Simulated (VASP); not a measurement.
# TiO2 (P3_121) in VASP: further runs

One crystal, TiO2, is run at these levels: PBEsol; tasks: single point.

All numbers are computed with VASP 6.6.1; they aren't measurements. Logs are shortened: lines on timing, memory, paths and dates and some standing lists are left out, and cuts for length are marked.

### Step 1. Starting point

It takes space group P3_121 (No. 152, trigonal). The conventional cell has a = 5.582 Å, b = 5.582 Å, c = 6.082 Å, α = 90.00°, β = 90.00°, γ = 120.00°. Around Ti (site symmetry 2) lie 4 O at 1.81 to 1.82 Å. O (site symmetry 1) has 2 Ti at 1.81 to 1.82 Å as nearest neighbours.

Measurements of this composition are mostly on another form, of space group No. 141.

### Step 2. Single point, PBEsol

Contents of INCAR:

```
ADDGRID = F ; ALGO = Normal
EDIFF = 1E-5 ; ENCUT = 460
GGA = PS ; ISIF = 2
ISMEAR = 0 ; LASPH = T
LCHARG = F ; LREAL = F
LWAVE = F ; NELM = 100
PREC = Accurate ; SIGMA = 0.05
```

Contents of KPOINTS:

```
k-points
0
Gamma
  5 5 4
```

Contents of POSCAR:

```
TiO2
1.0
    5.5822227355      0.0000000000      0.0000000000
   -2.7911113678      4.8343466985      0.0000000000
    0.0000000000      0.0000000000      6.0824678800
Ti O
3 6
Direct
    0.4669367500      0.0000000000      0.3333333333
    0.0000000000      0.4669367500      0.6666666667
    0.5330632500      0.5330632500      0.0000000000
    0.5810657200      0.8514331800      0.1206639333
    0.7296325400      0.1485668200      0.5460027333
    0.2703674600      0.4189342800      0.7873306000
    0.8514331800      0.5810657200      0.8793360667
    0.1485668200      0.7296325400      0.4539972667
    0.4189342800      0.2703674600      0.2126694000
```

Potentials or basis: VASP PAW PBE potentials, release 64 (Ti_sv, O).

On the command line:

```console
cat potpaw_PBE.64/Ti_sv/POTCAR potpaw_PBE.64/O/POTCAR > POTCAR
mpirun -np 1 vasp_std > vasp.out
```

OUTCAR:

```text
EDIFF = 1E-5
   ENCUT = 460
   GGA = PS
   ISIF = 2
   ISMEAR = 0
   LASPH = T
   LREAL = F
   NELM = 100
   PREC = Accurate

 Found     17 irreducible k-points:

 Following reciprocal coordinates:
            Coordinates               Weight
  0.000000  0.000000  0.000000      1.000000
  0.200000  0.000000  0.000000      6.000000
  0.400000  0.000000  0.000000      6.000000
  0.200000  0.200000  0.000000      6.000000
  0.400000  0.200000  0.000000      6.000000
  0.000000  0.000000  0.250000      2.000000
   k-points           NKPTS =     17   k-points in BZ     NKDIM =     17   number of bands    NBANDS=     43
   number of dos      NEDOS =    301   number of ions     NIONS =      9
   total plane-waves  NPLWV =  76800
   dimension x,y,z NGX =    40 NGY =   40 NGZ =   48
   dimension x,y,z NGXF=    80 NGYF=   80 NGZF=   96
   ions per type =               3   6
   NGX,Y,Z   is equivalent  to a cutoff of  11.91, 11.91, 13.12 a.u.
   NGXF,Y,Z  is equivalent  to a cutoff of  23.83, 23.83, 26.24 a.u.
 SYSTEM =  unknown system
   PREC   = accura    normal or accurate (medium, high low for compatibility)
   ISTART =      0    job   : 0-new  1-cont  2-samecut
   ICHARG =      2    charge: 1-file 2-atom 10-const
   ISPIN  =      1    spin polarized calculation?
   LNONCOLLINEAR =      F non collinear calculations
   LSORBIT =      F    spin-orbit coupling
   LASPH  =      T    aspherical Exc in radial PAW
   ENCUT  =  460.0 eV  33.81 Ry    5.81 a.u.   9.76  9.76 10.64*2*pi/ulx,y,z
   NELM   =    100;   NELMIN=  2; NELMDL= -5     # of ELM steps
   EDIFF  = 0.1E-04   stopping-criterion for ELM
   LREAL  =      F    real-space projection
   EDIFFG = 0.1E-03   stopping-criterion for IOM
   NSW    =      0    number of steps for IOM
   IBRION =     -1    ionic relax: 0-MD 1-quasi-New 2-CG
   NFREE  =      0    steps in history (QN), initial steepest desc. (CG)
   ISIF   =      2    stress and relaxation
   ISYM   =      2    0-nonsym 1-usesym 2-fastsym
   POTIM  = 0.5000    time-step for ionic-motion
   TEBEG  =    0.0;   TEEND  =   0.0 temperature during run
   PSTRESS=    0.0 pullay stress
   NELECT =      72.0000    total number of electrons
   NUPDOWN=      -1.0000    fix difference up-down
   EMIN   =  10.00;   EMAX   =-10.00  energy-range for DOS
   EFERMI =   0.00;   METHOD = LEGACY
   ISMEAR =     0;   SIGMA  =   0.05  broadening in eV -4-tet -1-fermi 0-gaus
   EFERMI_NEDOS =   21; number of points for ismear=-14 and -15
   IALGO  =     38    algorithm
   IMIX   =      4    mixing-type and parameters
     AMIX     =   0.40;   BMIX     =  1.00
     AMIX_MAG =   1.60;   BMIX_MAG =  1.00
  volume/ion in A,a.u.               =      18.24       123.08
  Fermi-wavevector in a.u.,A,eV,Ry     =   1.243877  2.350587 21.051339  1.547230
  Thomas-Fermi vector in A             =   2.378168
   LORBIT       =      0    0 simple, 1 ext, 2 COOP (PROOUT), +10 PAW based schemes
   GGA     = PS    functional components
   LHFCALC =     F    Hartree Fock is set to
   AEXX    =    0.0000 exact exchange contribution
   IVDW    =     0    specifies the selected vdW correction
   LEPSILON=     F    determine dielectric tensor
   LRPA    =     F    only Hartree local field effects (RPA)
 non-spin polarized calculation
 Gauss-broadening in eV      SIGMA  =   0.05
  energy-cutoff  :      460.00
  volume of cell :      164.14
 maximum number of plane-waves:      3693
 NGX is ok and might be reduce to    40
   NGX = 19   NGY = 19   NGZ = 21

 number of electron      71.9999999 magnetization

 Free energy of the ion-electron system (eV)
  ---------------------------------------------------
  ext. energy  EPLUGINS =         0.00000000
  ---------------------------------------------------
  free energy    TOTEN  =       -83.17340626 eV

  energy without entropy =      -83.17340626  energy(sigma->0) =      -83.17340626

 E-fermi :  -0.7055     XC(G=0):  -8.1796

 val. band max:       -1.0989090067   @ k =   0.0000   0.0000   0.5000
 cond. band min:       2.4115995789   @ k =   0.0000   0.0000   0.5000
 fundamental gap:      3.5105085857
 Fermi energy:        -0.7055241126

 k-point     1 :       0.0000    0.0000    0.0000
  band No.  band energies     occupation
      1     -56.1629      2.00000
      2     -56.1501      2.00000
      3     -56.1501      2.00000
      4     -32.7232      2.00000
      5     -32.6943      2.00000
      6     -32.6943      2.00000
[... 35 lines left out ...]
     42       3.6321      0.00000
     43       4.2695      0.00000

 k-point     2 :       0.2000    0.0000    0.0000
  band No.  band energies     occupation
      1     -56.1618      2.00000
      2     -56.1512      2.00000
      3     -56.1501      2.00000
      4     -32.7213      2.00000
      5     -32.7001      2.00000
      6     -32.6985      2.00000
[... 35 lines left out ...]
     42       3.9191      0.00000
     43       4.3373      0.00000

 k-point     3 :       0.4000    0.0000    0.0000
  band No.  band energies     occupation
      1     -56.1593      2.00000
      2     -56.1537      2.00000
      3     -56.1501      2.00000
      4     -32.7178      2.00000
      5     -32.7079      2.00000
      6     -32.7036      2.00000
[... 35 lines left out ...]
     42       4.3175      0.00000
     43       4.3637      0.00000

 k-point     4 :       0.2000    0.2000    0.0000
  band No.  band energies     occupation
      1     -56.1599      2.00000
      2     -56.1530      2.00000
      3     -56.1501      2.00000
      4     -32.7186      2.00000
      5     -32.7053      2.00000
      6     -32.7046      2.00000
[... 35 lines left out ...]
     42       4.1500      0.00000
     43       4.3689      0.00000

 k-point     5 :       0.4000    0.2000    0.0000
  band No.  band energies     occupation
      1     -56.1577      2.00000
      2     -56.1551      2.00000
      3     -56.1501      2.00000
      4     -32.7165      2.00000
      5     -32.7093      2.00000
      6     -32.7073      2.00000
[... 35 lines left out ...]
     42       4.1552      0.00000
     43       4.3966      0.00000

 k-point     6 :       0.0000    0.0000    0.2500
  band No.  band energies     occupation
      1     -56.1617      2.00000
      2     -56.1543      2.00000
      3     -56.1471      2.00000
      4     -32.7187      2.00000
      5     -32.6998      2.00000
      6     -32.6981      2.00000
[... 35 lines left out ...]
     42       3.6070      0.00000
     43       4.0092      0.00000

 [... further k-points ...]

------------------------ aborting loop because EDIFF is reached ----------------------------------------

  FORCE on cell =-STRESS in cart. coord.  units (eV):
  Direction    XX          YY          ZZ          XY          YZ          ZX
  --------------------------------------------------------------------------------------
  -------------------------------------------------------------------------------------
  Total       -1.5829456     -1.5829456     -1.6448478      0.0000000     -0.0000000     -0.0000000
  in kB      -15.4508294    -15.4508294    -16.0550448      0.0000000     -0.0000000     -0.0000000
  external PRESSURE =     -15.6522345 kB  Pullay stress =       0.0000000 kB

 VOLUME and BASIS-vectors are now :
 -----------------------------------------------------------------------------
  energy-cutoff  :      460.00
  volume of cell :      164.14
      direct lattice vectors                 reciprocal lattice vectors
     5.582222736  0.000000000  0.000000000     0.179140111  0.103426591  0.000000000
    -2.791111368  4.834346699  0.000000000     0.000000000  0.206853183  0.000000000
     0.000000000  0.000000000  6.082467880     0.000000000  0.000000000  0.164406951

 POSITION                                       TOTAL-FORCE (eV/Angst)
 -----------------------------------------------------------------------------------
      2.60654      0.00000      2.02749         0.016459     -0.000000      0.000000
     -1.30327      2.25733      4.05498        -0.008230      0.014254      0.000000
      1.48784      2.57701      0.00000        -0.008230     -0.014254      0.000000
      0.86719      4.11612      0.73393        -0.038128     -0.071551      0.056305
      3.65830      0.71822      3.32104        -0.038128      0.071551     -0.056305
      0.33996      2.02527      4.78891        -0.042901      0.068795      0.056305
      3.13107      2.80907      5.34853        -0.042901     -0.068795     -0.056305
     -1.20715      3.52730      2.76142         0.081029      0.002756      0.056305
      1.58396      1.30705      1.29355         0.081029     -0.002756     -0.056305
 -----------------------------------------------------------------------------------
    total drift:                               -0.000000     -0.000001      0.000000

  FREE ENERGIE OF THE ION-ELECTRON SYSTEM (eV)
  ---------------------------------------------------
  free  energy   TOTEN  =       -83.1734062641 eV

  energy  without entropy=      -83.1734062641  energy(sigma->0) =      -83.17340626
```

Run time: 49 s. Hardware: 1 thread of Intel Xeon 6975P-C (Granite Rapids), shared host; peak memory 0.28 GiB.

The run converged, but some of its settings lie outside the range that counts as converged, so its numbers aren't taken as properties of the crystal.

Results:

| Property | Result |
| --- | --- |
| Free energy | -83.1734 eV |
| Pressure | -1.6 GPa |
| Largest force | 0.099 eV/Å |
| Band gap on the k mesh | 3.51 eV, direct |

Caveat: the cutoff is under 1.25 times the usual one of these potentials, so pressure, stress and relaxed cells hold a basis-set (Pulay) error; the PAW data sets were made with another functional, which shifts forces and pressure a little; an odd mesh through Γ misses points on the zone boundary, where band edges often lie.

### Step 3. Single point, PBEsol

Contents of INCAR:

```
ADDGRID = T ; ALGO = Normal
EDIFF = 1E-7 ; ENCUT = 460
GGA = PS ; ISIF = 2
ISMEAR = 0 ; LASPH = T
LCHARG = F ; LREAL = F
LWAVE = F ; NELM = 100
PREC = Accurate ; SIGMA = 0.05
```

KPOINTS is that of step 2.

POSCAR is that of step 2.

Potentials or basis: VASP PAW PBE potentials, release 64 (Ti_sv, O).

On the command line:

```console
cat potpaw_PBE.64/Ti_sv/POTCAR potpaw_PBE.64/O/POTCAR > POTCAR
mpirun -np 1 vasp_std > vasp.out
```

It took 63 s on 1 thread of Intel Xeon 6975P-C (Granite Rapids), shared host; peak memory 0.4 GiB.

These settings aren't checked as converged: the numbers below hold their error.

Results:

| Property | Result |
| --- | --- |
| Free energy | -83.1734 eV |
| Pressure | -1.6 GPa |
| Largest force | 0.099 eV/Å |
| Band gap on the k mesh | 3.51 eV, direct |

Caveat: the cutoff is under 1.25 times the usual one of these potentials, so pressure, stress and relaxed cells hold a basis-set (Pulay) error; the PAW data sets were made with another functional, which shifts forces and pressure a little; an odd mesh through Γ misses points on the zone boundary, where band edges often lie.

### Step 4. Single point, PBEsol

Contents of INCAR:

```
ADDGRID = F ; ALGO = Normal
EDIFF = 1E-4 ; ENCUT = 460
GGA = PS ; ISIF = 2
ISMEAR = 0 ; LASPH = T
LCHARG = F ; LREAL = Auto
LWAVE = F ; NELM = 100
PREC = Normal ; SIGMA = 0.05
```

KPOINTS is that of step 3.

POSCAR is that of step 3.

On the command line:

```console
cat potpaw_PBE.64/Ti_sv/POTCAR potpaw_PBE.64/O/POTCAR > POTCAR
mpirun -np 1 vasp_std > vasp.out
```

It took 28 s on 1 thread of Intel Xeon 6975P-C (Granite Rapids), shared host; peak memory 0.2 GiB.

The run converged, but some of its settings lie outside the range that counts as converged, so its numbers aren't taken as properties of the crystal.

What came out:

* Free energy: -83.1782 eV
* Pressure: -1.6 GPa
* Largest force: 0.099 eV/Å
* Band gap on the k mesh: 3.51 eV, direct

Caveat: the cutoff is under 1.25 times the usual one of these potentials, so pressure, stress and relaxed cells hold a basis-set (Pulay) error; the PAW data sets were made with another functional, which shifts forces and pressure a little; an odd mesh through Γ misses points on the zone boundary, where band edges often lie.

### Step 5. Single point, PBEsol

Contents of INCAR:

```
ADDGRID = F ; ALGO = Normal
EDIFF = 1E-7 ; ENCUT = 520
GGA = PS ; ISIF = 2
ISMEAR = 0 ; LASPH = T
LCHARG = F ; LREAL = F
LWAVE = F ; NELM = 100
PREC = Accurate ; SIGMA = 0.05
```

KPOINTS is that of step 4.

POSCAR is that of step 4.

On the command line:

```console
cat potpaw_PBE.64/Ti_sv/POTCAR potpaw_PBE.64/O/POTCAR > POTCAR
mpirun -np 1 vasp_std > vasp.out
```

It took 65 s on 1 thread of Intel Xeon 6975P-C (Granite Rapids), shared host; peak memory 0.31 GiB.

The run converged, but some of its settings lie outside the range that counts as converged, so its numbers aren't taken as properties of the crystal.

Results:

| Item | Value |
| --- | --- |
| Free energy | -83.1624 eV |
| Pressure | -0.9 GPa |
| Largest force | 0.099 eV/Å |
| Band gap on the k mesh | 3.51 eV, direct |

Caveat: the PAW data sets were made with another functional, which shifts forces and pressure a little; an odd mesh through Γ misses points on the zone boundary, where band edges often lie.

### Step 6. Single point, PBEsol

Changes to INCAR since step 5:

```diff
@@ -1,3 +1,3 @@
 ADDGRID = F ; ALGO = Normal
-EDIFF = 1E-7 ; ENCUT = 520
+EDIFF = 1E-7 ; ENCUT = 400
 GGA = PS ; ISIF = 2
```

Contents of KPOINTS:

```
k-points
0
Gamma
  6 6 5
```

POSCAR is that of step 5.

Potentials or basis: VASP PAW PBE potentials, release 64 (Ti_sv, O).

On the command line:

```console
cat potpaw_PBE.64/Ti_sv/POTCAR potpaw_PBE.64/O/POTCAR > POTCAR
mpirun -np 1 vasp_std > vasp.out
```

OUTCAR:

```text
EDIFF = 1E-7
   ENCUT = 400
   GGA = PS
   ISIF = 2
   ISMEAR = 0
   LASPH = T
   LREAL = F
   NELM = 100
   PREC = Accurate

 Found     27 irreducible k-points:

 Following reciprocal coordinates:
            Coordinates               Weight
  0.000000  0.000000  0.000000      1.000000
  0.166667  0.000000  0.000000      6.000000
  0.333333  0.000000  0.000000      6.000000
  0.500000  0.000000  0.000000      3.000000
  0.166667  0.166667  0.000000      6.000000
  0.333333  0.166667  0.000000     12.000000
   k-points           NKPTS =     27   k-points in BZ     NKDIM =     27   number of bands    NBANDS=     43
   number of dos      NEDOS =    301   number of ions     NIONS =      9
   total plane-waves  NPLWV =  51840
   dimension x,y,z NGX =    36 NGY =   36 NGZ =   40
   dimension x,y,z NGXF=    72 NGYF=   72 NGZF=   80
   ions per type =               3   6
   NGX,Y,Z   is equivalent  to a cutoff of  10.72, 10.72, 10.93 a.u.
   NGXF,Y,Z  is equivalent  to a cutoff of  21.44, 21.44, 21.87 a.u.
 SYSTEM =  unknown system
   PREC   = accura    normal or accurate (medium, high low for compatibility)
   ISTART =      0    job   : 0-new  1-cont  2-samecut
[... 67 lines left out ...]
      3     -56.1478      2.00000
      4     -32.7282      2.00000
      5     -32.6992      2.00000
      6     -32.6992      2.00000
[... 265 lines left out ...]
     42       4.2126      0.00000
     43       4.3550      0.00000

 [... further k-points ...]

------------------------ aborting loop because EDIFF is reached ----------------------------------------

  FORCE on cell =-STRESS in cart. coord.  units (eV):
  Direction    XX          YY          ZZ          XY          YZ          ZX
  --------------------------------------------------------------------------------------
  -------------------------------------------------------------------------------------
  Total       -4.8082689     -4.8082689     -4.8549973      0.0000000      0.0000000     -0.0000000
  in kB      -46.9325931    -46.9325931    -47.3887005      0.0000000      0.0000000     -0.0000000
  external PRESSURE =     -47.0846289 kB  Pullay stress =       0.0000000 kB

 VOLUME and BASIS-vectors are now :
 -----------------------------------------------------------------------------
  energy-cutoff  :      400.00
  volume of cell :      164.14
      direct lattice vectors                 reciprocal lattice vectors
     5.582222736  0.000000000  0.000000000     0.179140111  0.103426591  0.000000000
    -2.791111368  4.834346699  0.000000000     0.000000000  0.206853183  0.000000000
     0.000000000  0.000000000  6.082467880     0.000000000  0.000000000  0.164406951

 POSITION                                       TOTAL-FORCE (eV/Angst)
 -----------------------------------------------------------------------------------
      2.60654      0.00000      2.02749         0.016781      0.000000      0.000000
     -1.30327      2.25733      4.05498        -0.008391      0.014533      0.000000
      1.48784      2.57701      0.00000        -0.008391     -0.014533      0.000000
      0.86719      4.11612      0.73393        -0.040566     -0.076072      0.059994
      3.65830      0.71822      3.32104        -0.040566      0.076072     -0.059994
      0.33996      2.02527      4.78891        -0.045597      0.073167      0.059994
      3.13107      2.80907      5.34853        -0.045597     -0.073167     -0.059994
     -1.20715      3.52730      2.76142         0.086163      0.002905      0.059994
      1.58396      1.30705      1.29355         0.086163     -0.002905     -0.059994
 -----------------------------------------------------------------------------------
    total drift:                               -0.000070     -0.000122     -0.000000

  FREE ENERGIE OF THE ION-ELECTRON SYSTEM (eV)
  ---------------------------------------------------
  free  energy   TOTEN  =       -83.2433804547 eV

  energy  without entropy=      -83.2433804547  energy(sigma->0) =      -83.24338045
```

stdout:

```text
POSCAR found type information on POSCAR TiO
 POSCAR found :  2 types and       9 ions
 scaLAPACK will be used
 -----------------------------------------------------------------------------
|                                                                             |
|                                                                             |
|     You enforced a specific xc type in the INCAR file but a different       |
|     I HOPE YOU KNOW WHAT YOU ARE DOING!                                     |
|                                                                             |
 -----------------------------------------------------------------------------

 LDA part: xc-table for (Slater+PW92), standard interpolation
 POSCAR, INCAR and KPOINTS ok, starting setup
 FFT: planning ... GRIDC
 FFT: planning ... GRID_SOFT
 FFT: planning ... GRID
 WAVECAR not read
 entering main loop
```

Wall time 56 s (1 thread of Intel Xeon 6975P-C (Granite Rapids), shared host); peak memory 0.26 GiB.

These settings aren't checked as converged: the numbers below hold their error.

What came out:

| Item | Value |
| --- | --- |
| Free energy | -83.2434 eV |
| Largest force | 0.105 eV/Å |
| Band gap on the k mesh | 3.58 eV, indirect (least direct gap 3.59 eV) |

Caveat: the cutoff is under 1.25 times the usual one of these potentials, so pressure, stress and relaxed cells hold a basis-set (Pulay) error; the PAW data sets were made with another functional, which shifts forces and pressure a little; an odd mesh through Γ misses points on the zone boundary, where band edges often lie.

### Step 7. For comparison

An earlier run on the cell as given: functional PBE; potentials or basis VASP PAW PBE potentials, release 64 (Ti_sv, O); cutoff 520 eV; k mesh 6 × 6 × 5; occupations fermi-dirac, width 0.05 eV; no spin polarisation.

- Pressure: 1.9 GPa
- Largest force: 0.092 eV/Å
- Band gap on the k mesh: 3.61 eV, indirect (least direct gap 3.62 eV)
